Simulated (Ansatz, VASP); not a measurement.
## One calculation of MgI2, two programs

```xyz
3
Lattice="4.2072 0.0000 0.0000 -2.1036 3.6435 0.0000 0.0000 0.0000 7.9156" Properties=species:S:1:pos:R:3 pbc="T T T"
Mg    0.0000    0.0000    0.0000
I     0.0000    2.4290    6.2422
I     2.1036    1.2145    1.6735
```

Change from the starting cell: engineering shear strain xz +0.0000, normal strain along z +0.0133.

Alike in both runs: functional PBE; k mesh 6 × 6 × 4; occupations gaussian, width 0.05 eV; no spin polarisation.

Ansatz relaxed the structure, and its values are those at the end. VASP's run is a single point on that final structure, the one shown.

|  | VASP | Ansatz |
| --- | --- | --- |
| version | VASP 6.6.1 | Ansatz 0.2.0 |
| potentials or method | VASP PAW PBE potentials, release 64 (Mg, I) | scalar-relativistic, plane waves, PAW |
| plane-wave cutoff (eV) | 520 | 520 |
| valence electrons in the cell | 16 | 44 |

VASP gave:

| Property | Result |
| --- | --- |
| gap on the k mesh at the Fermi level (eV) | 3.61 |
| least direct gap on the mesh (eV) | 3.71 |
| pressure (GPa) | -0.1 |
| rms of the force components (eV/Å) | 0.005 |

**Question.** Which values does Ansatz return?

**Answer.** gap on the k mesh at the Fermi level (eV): 3.63; least direct gap on the mesh (eV): 3.73; pressure (GPa): 0.0; rms of the force components (eV/Å): 0.001.

The two sets of potentials don't hold the same shells in valence. Ansatz warned: «stress_scf_threshold_loose».

Caveats: spin-orbit coupling is left out, which moves the levels of the heavy elements; this functional lacks dispersion, which binds the layers, so the pressure and a relaxed spacing across them are unreliable. A k mesh can miss the band edges.
